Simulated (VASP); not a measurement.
# Sn2Ge (P-3m1) in VASP: notebook

One crystal, Sn2Ge, is run at these levels: PBE; tasks: equation of state.

Everything below comes from runs of VASP 6.6.1. Logs are shortened: lines on timing, memory, paths and dates and some standing lists are left out, and cuts for length are marked.

### 1 Starting point

Symmetry: P-3m1, No. 164, trigonal system. Conventional cell: a = 4.499 Å, b = 4.499 Å, c = 11.041 Å, α = 90.00°, β = 90.00°, γ = 120.00°. Sn (site symmetry 3m) has 3 Ge at 2.73 Å and 1 Sn at 2.87 Å as nearest neighbours. Around Sn (site symmetry 3m) lie 4 Sn at 2.81 to 2.87 Å. Ge (site symmetry 3m) has 1 Ge at 2.51 Å and 3 Sn at 2.73 Å as nearest neighbours.

The cell was built by a generator and needn't be a form met in nature.

### 2 Equation of state, PBE, 32.25 Å³/atom

Contents of INCAR:

```
SYSTEM = Sn2Ge
ALGO     = Normal         ! electronic algorithm
EDIFF    = 1E-6           ! SCF threshold, eV
EDIFFG   = -0.02          ! ionic threshold
ENCUT    = 520            ! plane-wave cutoff, eV
GGA      = PE             ! functional
IBRION   = 2              ! ionic algorithm
ISIF     = 4              ! what is computed and relaxed
ISMEAR   = 0              ! smearing method
KPAR     = 4            
LASPH    = .True.         ! aspherical terms in the spheres
LCHARG   = .False.        ! write CHGCAR
LREAL    = .False.        ! projectors in reciprocal space
LWAVE    = .False.        ! write WAVECAR
NELM     = 100            ! most SCF steps
NSW      = 30             ! ionic steps
PREC     = Accurate       ! precision mode
SIGMA    = 0.1            ! smearing width, eV
```

Contents of KPOINTS:

```
k-points
0
Gamma
  8 8 4
  0 0 0
```

Contents of POSCAR:

```
Sn2Ge
1.0
    4.4987930000      0.0000000000      0.0000000000
   -2.2493960000      3.8960690000      0.0000000000
    0.0000000000      0.0000000000     11.0405200000
Sn Ge
4 2
Direct
    0.3333330000      0.6666670000      0.8094170000
    0.6666670000      0.3333330000      0.1905830000
    0.3333330000      0.6666670000      0.5490820000
    0.6666670000      0.3333330000      0.4509180000
    0.0000000000      0.0000000000      0.8864490000
    0.0000000000      0.0000000000      0.1135510000
```

Potentials or basis: VASP PAW PBE potentials, release 64 (Sn_d, Ge_d).

On the command line:

```sh
$ cat potpaw_PBE.64/Sn_d/POTCAR potpaw_PBE.64/Ge_d/POTCAR > POTCAR
$ mpirun -np 4 vasp_std > vasp.out
```

OUTCAR:

```text
SYSTEM = Sn2Ge
   EDIFF = 1E-6
   EDIFFG = -0.02
   ENCUT = 520
   GGA = PE
   IBRION = 2
   ISIF = 4
   ISMEAR = 0
   LASPH = .True.
   LREAL = .False.
   NELM = 100
   NSW = 30
   PREC = Accurate

 ion  position               nearest neighbor table
   1  0.333  0.667  0.809-   5 2.73   5 2.73   5 2.73   3 2.87
   2  0.667  0.333  0.191-   6 2.73   6 2.73   6 2.73   4 2.87
   3  0.333  0.667  0.549-   4 2.81   4 2.81   4 2.81   1 2.87
   4  0.667  0.333  0.451-   3 2.81   3 2.81   3 2.81   2 2.87
   5  0.000  0.000  0.886-   6 2.51   1 2.73   1 2.73   1 2.73
   6  0.000  0.000  0.114-   5 2.51   2 2.73   2 2.73   2 2.73

  LATTYP: Found a hexagonal cell.
 ALAT       =     4.4987930000
 C/A-ratio  =     2.4541071350

  Lattice vectors:

 A1 = (   4.4987930000,   0.0000000000,   0.0000000000)
 A2 = (  -2.2493960000,   3.8960690000,   0.0000000000)
 A3 = (   0.0000000000,   0.0000000000,  11.0405200000)

Analysis of symmetry for initial positions (statically):
=====================================================================
 Subroutine PRICEL returns:
 Original cell was already a primitive cell.

 Routine SETGRP: Setting up the symmetry group for a
 hexagonal supercell.

 Subroutine GETGRP returns: Found 12 space group operations
 (whereof 12 operations were pure point group operations)
 out of a pool of 24 trial point group operations.

The static configuration has the point symmetry D_3d.

Analysis of symmetry for dynamics (positions and initial velocities):
=====================================================================
 Subroutine PRICEL returns:
 Original cell was already a primitive cell.

 Routine SETGRP: Setting up the symmetry group for a
 hexagonal supercell.

 Subroutine GETGRP returns: Found 12 space group operations
 (whereof 12 operations were pure point group operations)
 out of a pool of 24 trial point group operations.

The dynamic configuration has the point symmetry D_3d.

 Subroutine INISYM returns: Found 12 space group operations
 (whereof 12 operations are pure point group operations),
 and found     1 'primitive' translations

----------------------------------------------------------------------------------------

                                     Primitive cell

  volume of cell :     193.5139

  direct lattice vectors                    reciprocal lattice vectors
     4.498793000  0.000000000  0.000000000     0.222281843  0.128334454  0.000000000
    -2.249396000  3.896069000  0.000000000     0.000000000  0.256668966  0.000000000
     0.000000000  0.000000000 11.040520000     0.000000000  0.000000000  0.090575444

  length of vectors
     4.498793000  4.498792729 11.040520000     0.256668950  0.256668966  0.090575444

  position of ions in fractional coordinates (direct lattice)
     0.333333000  0.666667000  0.809417000
     0.666667000  0.333333000  0.190583000
     0.333333000  0.666667000  0.549082000
     0.666667000  0.333333000  0.450918000
     0.000000000  0.000000000  0.886449000
     0.000000000  0.000000000  0.113551000

  ion indices of the primitive-cell ions
   primitive index   ion index
                 1           1
                 2           2
                 3           3
                 4           4
                 5           5
                 6           6

----------------------------------------------------------------------------------------

 KPOINTS: k-points

Automatic generation of k-mesh.
 Grid dimensions read from file:
 generate k-points for:    8    8    4

 Generating k-lattice:

  Cartesian coordinates                     Fractional coordinates (reciprocal lattice)
     0.027785230  0.016041807  0.000000000     0.125000000 -0.000000000  0.000000000
     0.000000000  0.032083621  0.000000000     0.000000000  0.125000000  0.000000000
     0.000000000  0.000000000  0.022643861     0.000000000  0.000000000  0.250000000

  Length of vectors
     0.032083619  0.032083621  0.022643861

  Shift w.r.t. Gamma in fractional coordinates (k-lattice)
     0.000000000  0.000000000  0.000000000

 Subroutine IBZKPT returns following result:
 ===========================================

 Found     35 irreducible k-points:

 Following reciprocal coordinates:
            Coordinates               Weight
  0.000000  0.000000  0.000000      1.000000
  0.125000 -0.000000  0.000000      6.000000
  0.250000 -0.000000  0.000000      6.000000
  0.375000  0.000000  0.000000      6.000000
  0.500000 -0.000000  0.000000      3.000000
  0.125000  0.125000  0.000000      6.000000
[... 16 lines left out ...]
 -0.125000  0.500000  0.250000     12.000000
  0.250000  0.250000  0.250000     12.000000
 [... further k-points ...]
   k-points           NKPTS =     35   k-points in BZ     NKDIM =     35   number of bands    NBANDS=     50
   number of dos      NEDOS =    301   number of ions     NIONS =      6
   total plane-waves  NPLWV = 108864
   dimension x,y,z NGX =    36 NGY =   36 NGZ =   84
   dimension x,y,z NGXF=    72 NGYF=   72 NGZF=  168
   ions per type =               4   2
   NGX,Y,Z   is equivalent  to a cutoff of  13.30, 13.30, 12.65 a.u.
   NGXF,Y,Z  is equivalent  to a cutoff of  26.61, 26.61, 25.30 a.u.
 SYSTEM =  Sn2Ge
   PREC   = accura    normal or accurate (medium, high low for compatibility)
   ISTART =      0    job   : 0-new  1-cont  2-samecut
   ICHARG =      2    charge: 1-file 2-atom 10-const
   ISPIN  =      1    spin polarized calculation?
   LNONCOLLINEAR =      F non collinear calculations
   LSORBIT =      F    spin-orbit coupling
   LASPH  =      T    aspherical Exc in radial PAW
   ENCUT  =  520.0 eV  38.22 Ry    6.18 a.u.   8.36  8.36 20.53*2*pi/ulx,y,z
   NELM   =    100;   NELMIN=  2; NELMDL= -5     # of ELM steps
   EDIFF  = 0.1E-05   stopping-criterion for ELM
   LREAL  =      F    real-space projection
   EDIFFG = -.2E-01   stopping-criterion for IOM
   NSW    =     30    number of steps for IOM
   IBRION =      2    ionic relax: 0-MD 1-quasi-New 2-CG
   NFREE  =      1    steps in history (QN), initial steepest desc. (CG)
   ISIF   =      4    stress and relaxation
   ISYM   =      2    0-nonsym 1-usesym 2-fastsym
   POTIM  = 0.5000    time-step for ionic-motion
   TEBEG  =    0.0;   TEEND  =   0.0 temperature during run
   PSTRESS=    0.0 pullay stress
   NELECT =      84.0000    total number of electrons
   NUPDOWN=      -1.0000    fix difference up-down
   EMIN   =  10.00;   EMAX   =-10.00  energy-range for DOS
   EFERMI =   0.00;   METHOD = LEGACY
   ISMEAR =     0;   SIGMA  =   0.10  broadening in eV -4-tet -1-fermi 0-gaus
   EFERMI_NEDOS =   21; number of points for ismear=-14 and -15
   IALGO  =     38    algorithm
   IMIX   =      4    mixing-type and parameters
     AMIX     =   0.40;   BMIX     =  1.00
     AMIX_MAG =   1.60;   BMIX_MAG =  1.00
  volume/ion in A,a.u.               =      32.25       217.65
  Fermi-wavevector in a.u.,A,eV,Ry     =   1.239549  2.342409 20.905119  1.536483
  Thomas-Fermi vector in A             =   2.374028
   LORBIT       =      0    0 simple, 1 ext, 2 COOP (PROOUT), +10 PAW based schemes
   GGA     = PE    functional components
   LHFCALC =     F    Hartree Fock is set to
   AEXX    =    0.0000 exact exchange contribution
   IVDW    =     0    specifies the selected vdW correction
   LEPSILON=     F    determine dielectric tensor
   LRPA    =     F    only Hartree local field effects (RPA)
 conjugate gradient relaxation of ions
 non-spin polarized calculation
 Gauss-broadening in eV      SIGMA  =   0.10
  energy-cutoff  :      520.00
  volume of cell :      193.51
 maximum number of plane-waves:      5255
 NGX is ok and might be reduce to    36
   NGX = 17   NGY = 17   NGZ = 41

 number of electron      84.0000031 magnetization

 Free energy of the ion-electron system (eV)
  ---------------------------------------------------
  ext. energy  EPLUGINS =         0.00000000
  ---------------------------------------------------
  free energy    TOTEN  =       -24.20422165 eV

  energy without entropy =      -24.20177654  energy(sigma->0) =      -24.20299910

 E-fermi :   4.8407     XC(G=0):  -8.8841

 val. band max:        4.7984240788   @ k =   0.1250  -0.0000   0.2500
 cond. band min:       4.8409390042   @ k =   0.0000   0.0000   0.0000
 fundamental gap:      0.0425149254
 Fermi energy:         4.8406552993

 k-point     1 :       0.0000    0.0000    0.0000
  band No.  band energies     occupation
      1     -19.8409      2.00000
      2     -19.7740      2.00000
      3     -19.7740      2.00000
      4     -19.7570      2.00000
      5     -19.7570      2.00000
      6     -19.7459      2.00000
[... 42 lines left out ...]
     49       8.0187      0.00000
     50       8.0188      0.00000

 k-point     2 :       0.1250   -0.0000    0.0000
  band No.  band energies     occupation
      1     -19.8409      2.00000
      2     -19.7740      2.00000
      3     -19.7739      2.00000
      4     -19.7570      2.00000
      5     -19.7569      2.00000
      6     -19.7459      2.00000
[... 42 lines left out ...]
     49       7.8309      0.00000
     50       8.2535      0.00000

 k-point     3 :       0.2500   -0.0000    0.0000
  band No.  band energies     occupation
      1     -19.8411      2.00000
      2     -19.7741      2.00000
      3     -19.7738      2.00000
      4     -19.7570      2.00000
      5     -19.7568      2.00000
      6     -19.7459      2.00000
[... 42 lines left out ...]
     49       8.9033      0.00000
     50       8.9057      0.00000

 k-point     4 :       0.3750    0.0000    0.0000
  band No.  band energies     occupation
      1     -19.8412      2.00000
      2     -19.7742      2.00000
      3     -19.7737      2.00000
      4     -19.7570      2.00000
      5     -19.7568      2.00000
      6     -19.7459      2.00000
[... 999 lines left out ...]
 k-point    23 :      -0.1250    0.5000    0.2500
  band No.  band energies     occupation
      1     -19.8413      2.00000
      2     -19.7741      2.00000
      3     -19.7737      2.00000
      4     -19.7571      2.00000
      5     -19.7569      2.00000
      6     -19.7458      2.00000
[... 42 lines left out ...]
     49       8.8216      0.00000
     50       8.9991      0.00000

 k-point    24 :       0.2500    0.2500    0.2500
  band No.  band energies     occupation
      1     -19.8413      2.00000
      2     -19.7740      2.00000
      3     -19.7738      2.00000
      4     -19.7571      2.00000
      5     -19.7570      2.00000
      6     -19.7456      2.00000
[... 42 lines left out ...]
     49       9.1661      0.00000
     50       9.3163      0.00000

 [... further k-points ...]

------------------------ aborting loop because EDIFF is reached ----------------------------------------

  FORCE on cell =-STRESS in cart. coord.  units (eV):
  Direction    XX          YY          ZZ          XY          YZ          ZX
  --------------------------------------------------------------------------------------
  -------------------------------------------------------------------------------------
  Total        0.0067692      0.0067692      0.0046454      0.0000000      0.0000000      0.0000000
  in kB        0.0560450      0.0560450      0.0384608      0.0000000      0.0000000      0.0000000
  external PRESSURE =       0.0501836 kB  Pullay stress =       0.0000000 kB

 VOLUME and BASIS-vectors are now :
 -----------------------------------------------------------------------------
  energy-cutoff  :      520.00
  volume of cell :      193.51
      direct lattice vectors                 reciprocal lattice vectors
     4.498793000  0.000000000  0.000000000     0.222281843  0.128334454  0.000000000
    -2.249396000  3.896069000  0.000000000     0.000000000  0.256668966  0.000000000
     0.000000000  0.000000000 11.040520000     0.000000000  0.000000000  0.090575444

 POSITION                                       TOTAL-FORCE (eV/Angst)
 -----------------------------------------------------------------------------------
     -0.00000      2.59738      8.93638         0.000000      0.000000      0.000321
      2.24940      1.29869      2.10414        -0.000000     -0.000000     -0.000321
     -0.00000      2.59738      6.06215         0.000000      0.000000     -0.009527
      2.24940      1.29869      4.97837         0.000000      0.000000      0.009527
      0.00000      0.00000      9.78686        -0.000000      0.000000      0.002943
      0.00000      0.00000      1.25366        -0.000000      0.000000     -0.002943
 -----------------------------------------------------------------------------------
    total drift:                                0.000000     -0.000000      0.000000

  FREE ENERGIE OF THE ION-ELECTRON SYSTEM (eV)
  ---------------------------------------------------
  free  energy   TOTEN  =       -24.2042216545 eV

  energy  without entropy=      -24.2017765357  energy(sigma->0) =      -24.20299910

 reached required accuracy - stopping structural energy minimisation
```

Wall time 50 s (4 MPI ranks of Intel Xeon 6975P-C (Granite Rapids), shared host); peak memory 0.49 GiB.

Results:

```yaml
Free_energy: -24.2042 eV
Pressure: 0.0 GPa
Largest_force: 0.010 eV/Å
Band_gap_on_the_k_mesh: none (metal or under the smearing width)
```

### 3 Equation of state, PBE, 31.28 Å³/atom (volume scaled by 0.97)

INCAR is that of step 2.

KPOINTS is that of step 2.

POSCAR, as its differences from that of step 2:

```diff
@@ -2,5 +2,5 @@
 1.0
-    4.4987930000      0.0000000000      0.0000000000
-   -2.2493960000      3.8960690000      0.0000000000
-    0.0000000000      0.0000000000     11.0405200000
+    4.4533475394      0.0000000000      0.0000000000
+   -2.2266732747      3.8567120769      0.0000000000
+    0.0000000000      0.0000000000     10.9289919708
 Sn Ge
```

Potentials or basis: VASP PAW PBE potentials, release 64 (Sn_d, Ge_d).

On the command line:

```sh
$ cat potpaw_PBE.64/Sn_d/POTCAR potpaw_PBE.64/Ge_d/POTCAR > POTCAR
$ mpirun -np 4 vasp_std > vasp.out
```

It took 68 s on 4 MPI ranks of Intel Xeon 6975P-C (Granite Rapids), shared host; peak memory 0.49 GiB.

It converged, with:

```yaml
Free_energy: -24.1786 eV
Pressure: 1.4 GPa
Largest_force: 0.014 eV/Å
Band_gap_on_the_k_mesh: none (metal or under the smearing width)
```

### 4 Equation of state, PBE, 33.22 Å³/atom (volume scaled by 1.03)

INCAR is that of step 3.

KPOINTS is that of step 3.

POSCAR, as its differences from that of step 3:

```diff
@@ -2,5 +2,5 @@
 1.0
-    4.4533475394      0.0000000000      0.0000000000
-   -2.2266732747      3.8567120769      0.0000000000
-    0.0000000000      0.0000000000     10.9289919708
+    4.5433384020      0.0000000000      0.0000000000
+   -2.2716686960      3.9346464495      0.0000000000
+    0.0000000000      0.0000000000     11.1498391888
 Sn Ge
```

On the command line:

```sh
$ cat potpaw_PBE.64/Sn_d/POTCAR potpaw_PBE.64/Ge_d/POTCAR > POTCAR
$ mpirun -np 4 vasp_std > vasp.out
```

It took 85 s on 4 MPI ranks of Intel Xeon 6975P-C (Granite Rapids), shared host; peak memory 0.5 GiB.

The run converged. Its results:

```yaml
Free_energy: -24.1847 eV
Pressure: -1.1 GPa
Largest_force: 0.008 eV/Å
Band_gap_on_the_k_mesh: none (metal or under the smearing width)
```

### 5 Equation of state, PBE, 30.32 Å³/atom (volume scaled by 0.94)

INCAR is that of step 4.

KPOINTS is that of step 4.

POSCAR, as its differences from that of step 4:

```diff
@@ -2,5 +2,5 @@
 1.0
-    4.5433384020      0.0000000000      0.0000000000
-   -2.2716686960      3.9346464495      0.0000000000
-    0.0000000000      0.0000000000     11.1498391888
+    4.4069551288      0.0000000000      0.0000000000
+   -2.2034770746      3.8165350710      0.0000000000
+    0.0000000000      0.0000000000     10.8151400250
 Sn Ge
```

On the command line:

```sh
$ cat potpaw_PBE.64/Sn_d/POTCAR potpaw_PBE.64/Ge_d/POTCAR > POTCAR
$ mpirun -np 4 vasp_std > vasp.out
```

Wall time 78 s (4 MPI ranks of Intel Xeon 6975P-C (Granite Rapids), shared host); peak memory 0.47 GiB.

Results (log left out):

- Free energy: -24.0991 eV
- Pressure: 3.0 GPa
- Largest force: 0.015 eV/Å
- Band gap on the k mesh: none (metal or under the smearing width)

### 6 Equation of state, PBE, 34.19 Å³/atom (volume scaled by 1.06)

INCAR is that of step 5.

KPOINTS is that of step 5.

POSCAR, as its differences from that of step 5:

```diff
@@ -2,5 +2,5 @@
 1.0
-    4.4069551288      0.0000000000      0.0000000000
-   -2.2034770746      3.8165350710      0.0000000000
-    0.0000000000      0.0000000000     10.8151400250
+    4.5870270282      0.0000000000      0.0000000000
+   -2.2935130043      3.9724819094      0.0000000000
+    0.0000000000      0.0000000000     11.2570557582
 Sn Ge
```

Potentials or basis: VASP PAW PBE potentials, release 64 (Sn_d, Ge_d).

On the command line:

```sh
$ cat potpaw_PBE.64/Sn_d/POTCAR potpaw_PBE.64/Ge_d/POTCAR > POTCAR
$ mpirun -np 4 vasp_std > vasp.out
```

It took 90 s on 4 MPI ranks of Intel Xeon 6975P-C (Granite Rapids), shared host; peak memory 0.51 GiB.

The run converged. Its results:

- Free energy: -24.1272 eV
- Pressure: -2.1 GPa
- Largest force: 0.013 eV/Å
- Band gap on the k mesh: none (metal or under the smearing width)
